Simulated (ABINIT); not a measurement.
Input of an ABINIT 10.8.3 (patched build) run:

The input run.py:

```python
import json, os
import numpy as np
from ase.eos import EquationOfState
from ase.units import GPa
from ase.calculators.mixing import SumCalculator
from dftd4.ase import DFTD4
from ase.calculators.abinit import Abinit, AbinitProfile
from ase import Atoms

atoms = Atoms(['Rh'],
              cell=[[0.0, 1.89785, 1.89785], [1.89785, 0.0, 1.89785], [1.89785, 1.89785, 0.0]],
              scaled_positions=[[0.0, 0.0, 0.0]],
              pbc=True)

profile = AbinitProfile(command='abinit', pp_paths=[os.path.abspath('pseudos')])
params = dict(
    pps='pawxml', xc='PBE',
    ecut=544.2277,
    pawecutdg=1088.4554,
    kptopt=1,
    ngkpt=[12, 12, 12],
    nshiftk=1,
    shiftk=[0.0, 0.0, 0.0],
    ixc=-106131,
    nband=13,
    occopt=3,
    tsmear=0.05,
    nstep=100,
    tolvrs=1e-09,
    prtwf=0,
    prtden=0,
)

cell0 = atoms.cell.copy()
volumes, energies = [], []
for i, x in enumerate([0.94, 0.96, 0.98, 1.0, 1.02, 1.04, 1.06]):
    atoms.set_cell(cell0 * x ** (1 / 3), scale_atoms=True)
    atoms.calc = SumCalculator([Abinit(profile=profile, directory=f'v{i}', **params), DFTD4(method='blyp')])
    volumes.append(atoms.get_volume() / len(atoms))
    dft, disp = atoms.calc.mixer.calcs
    energies.append((dft.get_property('free_energy', atoms) + disp.get_property('energy', atoms)) / len(atoms))
    print(f'{x:5.2f} {volumes[-1]:10.5f} A^3/atom {energies[-1]:14.6f} eV/atom', flush=True)
    json.dump(dict(volumes=volumes, energies=energies), open('results.json', 'w'))
v0, e0, b0 = EquationOfState(volumes, energies, eos='vinet').fit()
print(f'V0 {v0:.4f} A^3/atom  E0 {e0:.6f} eV/atom  B0 {b0 / GPa:.2f} GPa')
```

Potentials or basis: JTH PAW PBE v2.0.

Run with:

```sh
$ python run.py
```

Problem. Predict the equilibrium volume.

Solution. 13.82 Å³/atom.

Problem. What does it give for the bulk modulus?

Solution. 276 GPa.

Problem. Predict the pressure derivative of the bulk modulus.

Solution. 4.2 (rough: it moves with the points fitted).

Energy against volume, from the lowest point:
| volume (Å³/atom) | energy (meV/atom) |
| --- | --- |
| 12.851 | 65.09 |
| 13.125 | 31.57 |
| 13.398 | 10.88 |
| 13.671 | 0.62 |
| 13.945 | 0.00 |
| 14.218 | 8.97 |
| 14.492 | 25.46 |

Caveat: pressures at fixed basis lie under the slope of the energies; the log and the count of SCF iterations are those of the last ABINIT call alone; the PAW data sets were made with another functional, which shifts forces and pressure a little.

**Experimental background.**

From “Thermal equation of state of rhodium characterized by XRD in a resistively heated diamond anvil cell”, 2024, pmc:11535440, for a bulk crystal of Rh: bulk modulus 264 ± 1 GPa.

A measured bulk modulus of Rh is 264 GPa (quoted in “Thermal equation of state of rhodium characterized by XRD in a resistively heated diamond anvil cell”, 2024, pmc:11535440); the calculated 276 GPa misses it by +4.7 %. The fit is for a static lattice scaled at fixed shape and fixed fractional positions.
